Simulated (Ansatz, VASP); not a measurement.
# Cross-check of SiC (Moissanite 3C) between VASP and Ansatz

Wanted: the spread between two codes on one cell, functional and k mesh.

Method: plane waves, with VASP 6.6.1 beside it; band structure at PBE, in Ansatz 0.2.0.

## Step 1: The starting structure

It takes space group F-43m (No. 216, cubic). Conventional cell: a = 4.358 Å, b = 4.358 Å, c = 4.358 Å, α = 90.00°, β = 90.00°, γ = 90.00°. Nearest to Si lie 4 C at 1.89 Å. Nearest to C lie 4 Si at 1.89 Å. Farther neighbours are not listed.

## Step 2: Ansatz: band structure, PBE

Ansatz runs on its default PAW (the set named soft_2) files.

Levels along a path test the potential and the projectors away from the mesh points.

input.yaml

```yaml
crystal:
  lattice:
    - [0.0, 2.179, 2.179]
    - [2.179, 0.0, 2.179]
    - [2.179, 2.179, 0.0]
  atoms:
    - { symbol: Si, position: [0.0, 0.0, 0.0] }
    - { symbol: C, position: [0.25, 0.25, 0.25] }
hamiltonian:
  xc: pbe
  pseudopotentials: { kind: paw }
kpoints:
  mp_grid: { grid: [6, 6, 6] }
  band_path:
    path:
      - [0.0, 0.0, 0.0]
      - [0.18182, 0.0, 0.18182]
      - [0.36364, 0.0, 0.36364]
      - [0.5, 0.0, 0.5]
      - [0.5, 0.09091, 0.59091]
      - [0.5, 0.18182, 0.68182]
      - [0.5, 0.25, 0.75]
      - [0.45455, 0.29545, 0.75]
      - [0.40909, 0.34091, 0.75]
      - [0.375, 0.375, 0.75]
      - [0.20455, 0.20455, 0.40909]
      - [0.06818, 0.06818, 0.13636]
      - [0.04545, 0.04545, 0.04545]
      - [0.22727, 0.22727, 0.22727]
      - [0.40909, 0.40909, 0.40909]
      - [0.51136, 0.47727, 0.51136]
      - [0.55682, 0.38636, 0.55682]
      - [0.60227, 0.29545, 0.60227]
      - [0.61364, 0.25, 0.63636]
      - [0.56818, 0.25, 0.68182]
      - [0.51136, 0.25, 0.73864]
      - [0.5, 0.29545, 0.70455]
      - [0.5, 0.38636, 0.61364]
      - [0.5, 0.47727, 0.52273]
      - [0.47727, 0.47727, 0.54545]
      - [0.43182, 0.43182, 0.63636]
      - [0.38636, 0.38636, 0.72727]
      - [0.60227, 0.20455, 0.60227]
      - [0.55682, 0.11364, 0.55682]
      - [0.5, 0.0, 0.5]
    npoints: 1
scf:
  occupations: { method: gaussian, width: 0.01 }
  n_extra_bands: 7
output:
  forces: true
  stress: true
  eigenvalues: true
```

Launch:

```sh
$ ansatz run input.yaml --threads 2 --pin off --max-ram 4608MiB --backend cpu --events-out ev --progress --plain --runs-dir out
```

Numbers of over 12 decimals in the logs are rounded to 6 here.

The log of the run:

```text
scf.n_extra_bands = 7 over 4 filled bands (N_el = 8.0): the run solves 11 bands
Engine: ansatz 0.2.0, aarch64-unknown-linux-gnu
Pseudopotentials: kind: paw
Pseudopotential: Si, paw, valence charge 4, recommended cutoff 420 eV (normal), Si.paw.azcp
Pseudopotential: C, paw, valence charge 4, recommended cutoff 420 eV (normal), C.paw.azcp
Functional definition: PBE
  parameter kappa = 0.804
  parameter beta = 0.066725
  exchange = pbe_x(kappa = kappa, mu = beta*pi^2/3)
  correlation = pbe_c(beta = beta)
Crystal: 2 atoms, lattice volume = 20.692 Å³
Basis set: ecut = 420 eV, 411 PW (Γ), exchange–correlation on 48×48×48 points (8 copies of the dense FFT grid, shifted against one another)
Bands: 11, of which v1, the nominal top of the filled ones, is band 4 counted from 1 (3 counted from 0)
Symmetry: 24 space group operations
Space group: F-43m (ITA 216), of the structure as read, at distance tolerance 2.7e-5 Å
k-points: 16 of 216 (time reversal used)
Non-local potential: Si, projectors of the file, l = 0: 2, l = 1: 2, l = 2: 2
Non-local potential: C, projectors of the file, l = 0: 2, l = 1: 2, l = 2: 1
PAW form: soft (Blöchl's): semilocal exchange-correlation on the pseudo side does not see the compensation charge
PAW one-centre angular grid: Si, 110 points (default); XC on 64 Gauss nodes
PAW one-centre angular grid: C, 110 points (default); XC on 64 Gauss nodes
Initial density: superposition of atomic densities (neutral atoms: chi_scale 0, normalization atom), corrected by the library's trained network
Initial wavefunctions: pseudopotential atomic-orbital guess
Functional: x = pbe(κ = 0.804, μ = 0.219515), c = pbe(β = 0.066725)
SCF iter   1: F=—  HF=-887.146362 eV  |F-HF|=—  |Δ(HF+E_count)|=         —  Δρ=1.84e-3  dr2=6.37e-4  ethr=1.77e-3  ⟨swp⟩=6.1  Hψ=1253  notcnv=0
preconditioner: auto → none  [insulator: Δε(μ)=1.336 eV  Ē_g=17.556 eV  σ=0.010 eV  W_gap=1.00  n_scr=0 (ndim 8)  ℏωp=23.1 eV  f_vac=0.000  D(μ)=0.00/eV (n_scr^D=0)  ε∞_Penn≈2.7]
SCF iter   2: F=—  HF=-887.146469 eV  |F-HF|=—  |Δ(HF+E_count)|=   1.07e-4  Δρ=7.33e-4  dr2=6.48e-5  ethr=7.96e-6  ⟨swp⟩=2.2  Hψ=438  notcnv=0  defer=30
SCF iter   3: F=—  HF=-887.146486 eV  |F-HF|=—  |Δ(HF+E_count)|=   1.74e-5  Δρ=3.40e-4  dr2=4.89e-6  ethr=8.10e-7  ⟨swp⟩=2.3  Hψ=203  notcnv=0  defer=30
SCF iter   4: F=—  HF=-887.146512 eV  |F-HF|=—  |Δ(HF+E_count)|=   2.63e-5  Δρ=4.37e-5  dr2=4.07e-7  ethr=6.11e-8  ⟨swp⟩=2.0  Hψ=255  notcnv=0  defer=30
iter 5 did not close the SCF: its close was put off for the readings that it lacked (scf_convergence_deferred on its scf_iter line)
SCF iter   5: F=-887.146512 eV  HF=-887.146512 eV  |F-HF|=1.86e-9  |Δ(HF+E_count)|=   4.94e-9  Δρ=3.38e-6  dr2=9.50e-10  ethr=5.09e-9  ⟨swp⟩=2.8  Hψ=213  notcnv=0  defer=30
SCF iter   6: F=-887.146512 eV  HF=-887.146512 eV  |F-HF|=2.07e-11  |Δ(HF+E_count)|=   2.26e-9  Δρ=2.77e-7  dr2=5.90e-12  ethr=1.19e-11  ⟨swp⟩=4.9  Hψ=710  notcnv=0
SCF 1 converged in 6 iterations: F = -887.146512 eV  dr2 = 5.90e-12
  greatest PAW one-centre occupation: 0.644 electrons in one spin orbital (limit 2), on the C atom at site 1 (counted from 0), in its partial waves of l = 0
NSCF: frozen V_eff on 30 k-points
SCF converged after 6 iterations
Free energy (F): -887.146512 eV
Harris-Foulkes:  -887.146512 eV  (|F-HF|=2.07e-11)
Internal energy: -887.146512 eV  (E = F + TS)
E sigma→0 (E₀):  -887.146512 eV
Fermi energy:    10.163858 eV
--- Per-component energies (eV) ---
  E_band       = 28.746885
  E_kinetic    = 135.791680
  E_local      = -104.483854  (includes V_loc(G=0)·N_el)
  E_nonlocal   = 51.834147
  E_hartree    = 32.102563
  E_xc         = -105.505650
  E_vxc        = -109.373636  (∫ρ·V_xc dr)
  E_paw        = -612.101629  (= ΣΔE_a)
  E_vpaw       = -9.226596  (= ΣTr[D̂ρ^β])
  E_aug_tail   = 0.000011  (compensation charges beyond the density's cutoff)
  E_ewald      = -284.783780
  E_smearing   = -0.000000  (= −TS)
  E_closure    = 0.000000  (closes the sum)
  Σ components = -887.146512   (vs F -887.146512, Δ=0.00e0)
--- Forces (eV/Å), atoms counted from 1 ---
  atom   1  Si     0.00000000    -0.00000000     0.00000000
  atom   2  C     -0.00000000     0.00000000    -0.00000000
  max |Σ_I F_I| component: 1.48e-16 eV/Å
--- Stress (GPa, compression-positive) ---
        3.312310      -0.000000       0.000000
        0.000000       3.312310       0.000000
       -0.000000       0.000000       3.312310
  P = ⅓ Tr σ = 3.3123 GPa (33.123 kbar)
--- Band table (eV; the first three rows and the last of 16) ---
  k-point 0: bands = [-5.9201, 9.4872, 9.4872, 9.4872, 15.6996, 16.7903, 16.7903, 16.7903, ... 3 higher]
  k-point 1: bands = [-5.3807, 7.1151, 9.1573, 9.1573, 15.8186, 17.3075, 17.3075, 17.8290, ... 3 higher]
  k-point 2: bands = [-3.8537, 3.3097, 8.6428, 8.6428, 15.1636, 17.1254, 17.1254, 19.3926, ... 3 higher]
  k-point 15: bands = [-0.7298, 2.1944, 4.9788, 5.1038, 13.4762, 16.5757, 20.3073, 21.6879, ... 3 higher]
```

The job ended after 0.56 s (2 threads of Arm Neoverse V2, shared host; peak memory 0.24 GiB).

In the SCF lines HF is the Harris–Foulkes energy and dr2 the Hartree energy of the density residual, in eV; the loop may stop once dr2 is under the threshold and the program's other checks hold. Hψ counts applications of the Hamiltonian.

## Step 3: VASP: band structure, PBE

The same cell, functional, mesh and smearing now go to VASP, with its own data sets and cutoff.

Lines of VASP's logs that name or quote its potential files are left out, and so is its time.

INCAR

```
SYSTEM = SiC
PREC = Accurate
ENCUT = 440
EDIFF = 1E-08
NELM = 100
ISMEAR = 0
SIGMA = 0.01
LREAL = .FALSE.
ALGO = Normal
GGA = PE
NBANDS = 10
LORBIT = 11
LWAVE = .TRUE.
LCHARG = .FALSE.
KPAR = 8
```

POSCAR

```
SiC
1.0
    0.0000000000      2.1790000000      2.1790000000
    2.1790000000      0.0000000000      2.1790000000
    2.1790000000      2.1790000000      0.0000000000
Si C
1 1
Direct
    0.0000000000      0.0000000000      0.0000000000
    0.2500000000      0.2500000000      0.2500000000
```

KPOINTS

```
Automatic mesh
0
Gamma
6 6 6
0 0 0
```

KPOINTS_OPT

```
Line mode
12
Line-mode
Reciprocal
  0.00000000   0.00000000   0.00000000 GAMMA
  0.50000000   0.00000000   0.50000000 X

  0.50000000   0.00000000   0.50000000 X
  0.50000000   0.25000000   0.75000000 W

  0.50000000   0.25000000   0.75000000 W
  0.37500000   0.37500000   0.75000000 K

  0.37500000   0.37500000   0.75000000 K
  0.00000000   0.00000000   0.00000000 GAMMA

  0.00000000   0.00000000   0.00000000 GAMMA
  0.50000000   0.50000000   0.50000000 L

  0.50000000   0.50000000   0.50000000 L
  0.62500000   0.25000000   0.62500000 U

  0.62500000   0.25000000   0.62500000 U
  0.50000000   0.25000000   0.75000000 W

  0.50000000   0.25000000   0.75000000 W
  0.50000000   0.50000000   0.50000000 L

  0.50000000   0.50000000   0.50000000 L
  0.37500000   0.37500000   0.75000000 K

  0.62500000   0.25000000   0.62500000 U
  0.50000000   0.00000000   0.50000000 X
```

PAW data sets: Si_GW and C_GW (PBE family, release 64).

Launch:

```sh
$ mpirun -np 8 vasp_std
```

The log of the run:

```text
[banner, memory and clock lines left out]
running    8 mpi-ranks, on    1 nodes
 distrk:  each k-point on    1 cores,    8 groups
 distr:  one band on    1 cores,    1 groups

 POSCAR found type information on POSCAR SiC
 POSCAR found :  2 types and       2 ions
|                                                                             |
|           W    W    AA    RRRRR   N    N  II  N    N   GGGG   !!!           |
|           W    W   A  A   R    R  NN   N  II  NN   N  G    G  !!!           |
|           W    W  A    A  R    R  N N  N  II  N N  N  G       !!!           |
|           W WW W  AAAAAA  RRRRR   N  N N  II  N  N N  G  GGG   !            |
|           WW  WW  A    A  R   R   N   NN  II  N   NN  G    G                |
|           W    W  A    A  R    R  N    N  II  N    N   GGGG   !!!           |
|                                                                             |
|     For optimal performance we recommend to set                             |
|       NCORE = 2 up to number-of-cores-per-socket                            |
|     NCORE specifies how many cores store one orbital (NPAR=cpu/NCORE).      |
|     This setting can greatly improve the performance of VASP for DFT.       |
|     The default, NCORE=1 might be grossly inefficient on modern             |
|     multi-core architectures or massively parallel machines. Do your        |
|     Unfortunately you need to use the default for GW and RPA                |
|     calculations (for HF NCORE is supported but not extensively tested      |
|     yet).                                                                   |
|                                                                             |

 LDA part: xc-table for (Slater+PW92), standard interpolation
 POSCAR, INCAR and KPOINTS ok, starting setup
 FFT: planning ... GRIDC
 FFT: planning ... GRID_SOFT
 FFT: planning ... GRID
 WAVECAR not read
 entering main loop
       N       E                     dE             d eps       ncg     rms          rms(c)
DAV:   1     0.548964480482E+01    0.54896E+01   -0.44365E+03   350   0.756E+02
DAV:   2    -0.162973840372E+02   -0.21787E+02   -0.20792E+02   472   0.130E+02
DAV:   3    -0.169063379237E+02   -0.60895E+00   -0.60741E+00   418   0.185E+01
DAV:   4    -0.169137906585E+02   -0.74527E-02   -0.74492E-02   420   0.235E+00
DAV:   5    -0.169140402268E+02   -0.24957E-03   -0.24956E-03   468   0.358E-01    0.701E+00
DAV:   6    -0.151045703367E+02    0.18095E+01   -0.68104E+00   454   0.163E+01    0.212E+00
DAV:   7    -0.150428461718E+02    0.61724E-01   -0.31315E-01   396   0.352E+00    0.115E+00
DAV:   8    -0.150332329087E+02    0.96133E-02   -0.23510E-02   418   0.151E+00    0.948E-02
DAV:   9    -0.150331483180E+02    0.84591E-04   -0.12275E-03   458   0.242E-01    0.424E-02
DAV:  10    -0.150332408236E+02   -0.92506E-04   -0.16846E-04   406   0.921E-02    0.135E-02
DAV:  11    -0.150332407715E+02    0.52058E-07   -0.32026E-05   404   0.422E-02    0.300E-03
DAV:  12    -0.150332412340E+02   -0.46253E-06   -0.11384E-06   378   0.103E-02    0.560E-04
DAV:  13    -0.150332412524E+02   -0.18347E-07   -0.33744E-08   410   0.168E-03    0.217E-04
DAV:  14    -0.150332412474E+02    0.49338E-08   -0.50728E-09   226   0.571E-04
   1 F= -.15033241E+02 E0= -.15033241E+02  d E =-.631939E-85
 Start KPOINTS_OPT (optional k-point list driver)
k-point batch [1-16\120]
       N       E                     dE             ncg
DAV:   1     0.662558711495E+03   -0.27346E+04      356
DAV:   2     0.312706310756E+03   -0.34985E+03      490
DAV:   3     0.305599607703E+03   -0.71067E+01      408
DAV:   4     0.305483393165E+03   -0.11621E+00      424
DAV:   5     0.305480414708E+03   -0.29785E-02      438
DAV:   6     0.305480302645E+03   -0.11206E-03      504
DAV:   7     0.305480302054E+03   -0.59166E-06      412
DAV:   8     0.305480302048E+03   -0.54974E-08      420
[...]
k-point batch [113-120\120]
       N       E                     dE             ncg
DAV:   1     0.297945733080E+04   -0.24873E+04      224
DAV:   2     0.288799656461E+04   -0.91461E+02      232
DAV:   3     0.288644733184E+04   -0.15492E+01      214
DAV:   4     0.288642709753E+04   -0.20234E-01      246
DAV:   5     0.288642667479E+04   -0.42273E-03      196
DAV:   6     0.288642662438E+04   -0.50414E-04      292
DAV:   7     0.288642662436E+04   -0.16723E-07      182
DAV:   8     0.288642662436E+04    0.18190E-10      230
 writing wavefunctions
```

OUTCAR, selected parts (step 3):

```text
ion  position               nearest neighbor table
   1  0.000  0.000  0.000-   2 1.89   2 1.89   2 1.89   2 1.89
   2  0.250  0.250  0.250-   1 1.89   1 1.89   1 1.89   1 1.89

  LATTYP: Found a face centered cubic cell.
 ALAT       =     4.3580000000

 Subroutine GETGRP returns: Found 24 space group operations
 (whereof 24 operations were pure point group operations)

The static configuration has the point symmetry T_d .

 Found     16 irreducible k-points:

   k-points           NKPTS =     16   k-points in BZ     NKDIM =     16   number of bands    NBANDS=     10

   dimension x,y,z NGX =    24 NGY =   24 NGZ =   24
   dimension x,y,z NGXF=    48 NGYF=   48 NGZF=   48

   ENCUT  =  440.0 eV  32.34 Ry    5.69 a.u.   5.27  5.27  5.27*2*pi/ulx,y,z

   NELECT =       8.0000    total number of electrons

 k-points in reciprocal lattice and weights: Automatic mesh
   0.00000000  0.00000000  0.00000000       0.005
   0.16666667  0.00000000  0.00000000       0.037
   0.33333333  0.00000000  0.00000000       0.037
   0.50000000  0.00000000  0.00000000       0.019
   0.16666667  0.16666667  0.00000000       0.028
   0.33333333  0.16666667  0.00000000       0.111
   0.50000000  0.16666667  0.00000000       0.111
  -0.33333333  0.16666667  0.00000000       0.111
  -0.16666667  0.16666667  0.00000000       0.056
[...]
-0.33333333  0.33333333  0.16666667       0.111
  -0.33333333  0.50000000  0.16666667       0.056

 average (electrostatic) potential at core
       1 -64.1695       2 -45.1206

 E-fermi :   7.9187

 k-point     1 :       0.0000    0.0000    0.0000
  band No.  band energies     occupation
      1      -7.6332      2.00000
      2       7.7821      2.00000
      3       7.7821      2.00000
      4       7.7821      2.00000
      5      14.0031      0.00000
      6      15.0768      0.00000
      7      15.0768      0.00000
      8      15.0768      0.00000
      9      22.2679      0.00000
    ...

 k-point     2 :       0.1667    0.0000    0.0000
  band No.  band energies     occupation
      1      -7.0942      2.00000
      2       5.4040      2.00000
      3       7.4498      2.00000
      4       7.4498      2.00000
      5      14.1122      0.00000
      6      15.5951      0.00000
      7      15.5951      0.00000
      8      16.1248      0.00000
      9      20.7417      0.00000
    ...

 k-point     3 :       0.3333    0.0000    0.0000
  band No.  band energies     occupation
      1      -5.5678      2.00000
      2       1.5981      2.00000
      3       6.9355      2.00000
      4       6.9355      2.00000
      5      13.4538      0.00000
      6      15.4139      0.00000
      7      15.4139      0.00000
      8      17.6934      0.00000
      9      22.0459      0.00000
    ...

  Total        0.2818600      0.2818600      0.2818600      0.0000000      0.0000000      0.0000000
  in kB       21.8244015     21.8244015     21.8244015      0.0000000      0.0000000      0.0000000
  external PRESSURE =      21.8244015 kB  Pullay stress =       0.0000000 kB

  energy-cutoff  :      440.00
  volume of cell :       20.69
      direct lattice vectors                 reciprocal lattice vectors
     0.000000000  2.179000000  2.179000000    -0.229463056  0.229463056  0.229463056
     2.179000000  0.000000000  2.179000000     0.229463056 -0.229463056  0.229463056
     2.179000000  2.179000000  0.000000000     0.229463056  0.229463056 -0.229463056

 POSITION                                       TOTAL-FORCE (eV/Angst)
 -----------------------------------------------------------------------------------
      0.00000      0.00000      0.00000        -0.000000     -0.000000     -0.000000
      1.08950      1.08950      1.08950         0.000000      0.000000      0.000000
 -----------------------------------------------------------------------------------
    total drift:                               -0.000000     -0.000000      0.000000

  FREE ENERGIE OF THE ION-ELECTRON SYSTEM (eV)
  ---------------------------------------------------
  free  energy   TOTEN  =       -15.0332412474 eV

  energy  without entropy=      -15.0332412474  energy(sigma->0) =      -15.03324125

 total charge
# of ion       s       p       d       tot
------------------------------------------
    1        0.688   0.950   0.210   1.848
    2        0.813   1.681   0.000   2.494
--------------------------------------------------
tot          1.501   2.631   0.210   4.342

[... 3 further parts left out ...]
```

The run ends at a pressure of 2.18 GPa.

## Step 4: Side by side

Known differences besides the potentials themselves: the cutoff is 420 eV in Ansatz and 440 eV in VASP; VASP leaves aspherical gradient terms in its spheres out (LASPH is not set), Ansatz keeps them. Total energies have different zeros and are not compared.

Both answers:

| quantity | Ansatz | VASP | difference |
| --- | --- | --- | --- |
| gap over the path points (eV) | 1.353 | 1.346 | +0.008 |

Levels at points of the path, from each program's valence-band top (eV; 3 filled, then empty):

| k (reciprocal lattice) | Ansatz | VASP |
| --- | --- | --- |
| 0.000 0.000 0.000 | 0.00 0.00 0.00 6.21 7.30 7.30 | 0.00 0.00 0.00 6.22 7.29 7.29 |
| 0.182 0.000 0.182 | -2.06 -1.26 -1.26 5.28 7.25 9.30 | -2.07 -1.27 -1.27 5.27 7.25 9.30 |
| 0.364 0.000 0.364 | -5.70 -2.80 -2.80 2.22 4.91 12.66 | -5.71 -2.80 -2.80 2.21 4.90 12.66 |
| 0.500 0.000 0.500 | -7.80 -3.19 -3.19 1.35 4.32 14.02 | -7.80 -3.19 -3.19 1.35 4.31 14.02 |
| 0.500 0.091 0.591 | -7.63 -3.73 -3.71 2.35 5.27 12.80 | -7.64 -3.73 -3.72 2.34 5.26 12.80 |
| 0.500 0.182 0.682 | -7.22 -4.65 -4.48 4.32 7.52 10.44 | -7.22 -4.66 -4.49 4.32 7.51 10.44 |
| 0.500 0.250 0.750 | -7.03 -4.99 -4.69 5.21 9.43 9.45 | -7.03 -5.00 -4.70 5.20 9.43 9.45 |
| 0.455 0.295 0.750 | -7.11 -5.26 -3.98 4.64 8.31 10.06 | -7.12 -5.27 -3.98 4.64 8.31 10.06 |
| 0.409 0.341 0.750 | -7.24 -5.49 -2.94 3.50 7.85 11.17 | -7.25 -5.50 -2.95 3.50 7.84 11.17 |
| 0.375 0.375 0.750 | -7.28 -5.54 -2.60 3.10 7.76 11.84 | -7.28 -5.55 -2.60 3.10 7.76 11.84 |

Among the levels compared at these points, filled levels agree within 7 meV and empty ones within 11 meV. Not compared: the pressure (VASP's GW data sets at this cutoff don't carry it).

## Step 5: Further runs

Further runs change the set-up of one program: Ansatz's method, potentials or start, or VASP's data sets, cutoff or form of LDA. The table gives Ansatz less VASP for each quantity, since a change that brings one quantity closer may part another.

| run | gap over the path points (eV) |
| --- | --- |
| as above | 0.0078 |
| Ansatz's larger PAW set (cutoff 800 eV) | 0.0070 |
| norm-conserving potentials (cutoff 1116 eV) | -0.0027 |

## Step 6: Summary of results

* difference in gap over the path points (band structure, PBE): 0.0078 eV

In words: The difference in gap over the path points is 0.0078 eV (band structure, PBE), within the 0.08 eV picked in this series as the mark of a large difference. Band structure, PBE, norm-conserving potentials (cutoff 1116 eV): the difference in gap over the path points goes from 0.0078 to -0.0027 eV. Such differences can come from data sets, numerical settings and the points named under the comparisons, not from the functional's error against experiment.

[Lines on the potential files, build, host, timing and source positions are cut from VASP's logs without a mark.]

[Logs are printed without paths, hosts, clocks, repeated set-up lines and the standing remarks that a program may print on its own settings, such as how far it seeks lower states.]

[Hosts, paths, dates, database ids (printed as entryN), source tags and the programs' standing remarks are cut or masked in the printed files.]
